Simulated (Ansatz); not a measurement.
# Cu2O

Level of theory: DFT, r²SCAN, scalar-relativistic, no spin polarisation; plane waves to 500 eV with PAW datasets (Ansatz 0.2.0), 8×8×8 k-mesh, Gaussian smearing of 0.05 eV; PAW files: Ansatz's generated set soft_2.

```
CELL_PARAMETERS angstrom
4.24569 0.00000 0.00000
0.00000 4.24569 0.00000
0.00000 0.00000 4.24569
ATOMIC_POSITIONS crystal
Cu 0.25000 0.25000 0.25000
Cu 0.25000 0.75000 0.75000
Cu 0.75000 0.75000 0.25000
Cu 0.75000 0.25000 0.75000
O 0.00000 0.00000 0.00000
O 0.50000 0.50000 0.50000
```

The chain of runs began from a cell as deposited in COD, expanded in volume. Of that entry: the entry's cell lengths or inner coordinates differ somewhat from later room-temperature determinations.

Cell and atoms are those of this level's equilibrium.

Elastic constants come from the stress of slightly strained cells with relaxed atoms, in GPa, Voigt order xx, yy, zz, yz, xz, xy in the Cartesian frame of the vectors above.

Give the elastic tensor.

```
139.0 121.3 121.3   0.0   0.0   0.0
121.3 139.0 121.3   0.0   0.0   0.0
121.3 121.3 139.0   0.0   0.0   0.0
  0.0   0.0   0.0   6.5   0.0   0.0
  0.0   0.0   0.0   0.0   6.5   0.0
  0.0   0.0   0.0   0.0   0.0   6.5
```

Is the crystal mechanically stable, and what are its polycrystalline moduli?

Barely stable, as one strain costs little beside K, so the averaged shear moduli are uncertain: the smallest eigenvalue of the tensor is 6.5 GPa. Hill averages: K = 127 GPa, G = 7.4 GPa, E = 22 GPa, ν = 0.47.

For a cubic crystal three numbers say it all: C11 = 139.0, C12 = 121.3, C44 = 6.5 GPa. K = (C11 + 2C12)/3 = 127.2 GPa. The two shear moduli are C44 and C′ = (C11 − C12)/2 = 8.9 GPa, so Zener's ratio C44/C′ is 0.74: the crystal is stiffest along ⟨100⟩ and softest along ⟨111⟩. The Cauchy pressure C12 − C44 is 115 GPa; pair forces would make it zero if every atom sat on a centre of inversion, which isn't so here, so internal relaxation also enters.

The equation of state, an independent route, gives B0 = 127 GPa, against 127 GPa here.

Run time: 52 s on 4 threads of Intel(R) Xeon(R) 6975P-C (Granite Rapids) (shared host), peak memory 0.9 GiB.

